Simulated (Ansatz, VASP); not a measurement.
**ZnS: VASP beside Ansatz**

Contents of INCAR:

```
  PREC = Accurate
  ENCUT = 520
  EDIFF = 1E-7
  ISMEAR = 0
  SIGMA = 0.01
  LREAL = False
  LASPH = True
  NELM = 80
  ALGO = Normal
  ISIF = 2
  LWAVE = False
  LCHARG = False
  GGA = PE
  NBANDS = 16
```

KPOINTS

```
Automatic mesh
0
Gamma
  4 4 4
```

Contents of POSCAR:

```
ZnS
1.0
    0.0000000000      2.6940858343      2.6940858343
    2.6940858343      0.0000000000      2.6940858343
    2.6940858343      2.6940858343      0.0000000000
Zn S
1 1
Direct
    0.0000000000      0.0000000000      0.0000000000
    0.2500000000      0.2500000000      0.2500000000
```

Input for Ansatz:

```yaml
crystal:
  lattice:
    - [0.0, 2.6940858343, 2.6940858343]
    - [2.6940858343, 0.0, 2.6940858343]
    - [2.6940858343, 2.6940858343, 0.0]
  atoms:
    - { symbol: Zn, position: [0.0, 0.0, 0.0] }
    - { symbol: S, position: [0.25, 0.25, 0.25] }
kpoints:
  mp_grid: { grid: [4, 4, 4] }
hamiltonian:
  xc: pbe
scf:
  occupations: { method: fixed }
output:
  optics:
    e_range: [0, 20]
    de: 0.05
    sigma: 0.25
    scissors: 1.0
    scheme: fermi_dirac
    bands: auto
```

Alike in both runs: task single point; functional PBE; k mesh 4 × 4 × 4; no spin polarisation.

|  | VASP | Ansatz |
| --- | --- | --- |
| version | VASP 6.6.1 | Ansatz 0.2.0 |
| potentials or method | VASP PAW PBE potentials, release 64 (Zn, S) | plane waves, PAW |
| plane-wave cutoff (eV) | 520 | 420 |
| occupations | gaussian, width 0.01 eV | fixed |
| valence electrons in the cell | 18 | 18 |

```csv
,VASP,Ansatz,Ansatz less VASP
gap on the k mesh at the Fermi level (eV),2.14,2.14,-0.006
```

Caveats: the k mesh is coarse (spacing up to 0.50 Å⁻¹), so the values aren't converged. As with any semilocal functional, this PBE gap is likely too small.
